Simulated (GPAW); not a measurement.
Bi:

```xyz
2
Lattice="2.2675 1.3091 3.9380 -2.2675 1.3091 3.9380 0.0000 -2.6183 3.9380" Properties=species:S:1:pos:R:3 pbc="T T T"
Bi    0.0000    0.0000    9.0495
Bi    0.0000    0.0000    2.7645
```

Base run:

```yaml
Program: GPAW 26.7.0
Functional: PBE
Potentials_or_basis: GPAW PAW data sets (gpaw-data 1.2.1)
Cutoff: 500 eV
Basis: pw
k_mesh: 6 × 6 × 6
Occupations: fermi-dirac, width 0.05 eV
Spin: no spin polarisation
```

Its results: pressure 2.0 GPa; largest force 0.113 eV/Å.

The run is repeated on the same cell with these changes: functional from PBE to LDA; potentials or basis from GPAW PAW data sets (gpaw-data 1.2.1) to the program's PAW data sets (release 1.2.1) made for this functional; cutoff from 500 eV to 600 eV. What comes out?

Pressure -1.6 GPa; largest force 0.047 eV/Å.

Caveats: the cutoff is short for stress and forces, so pressures can be off by a GPa or more (some runs).
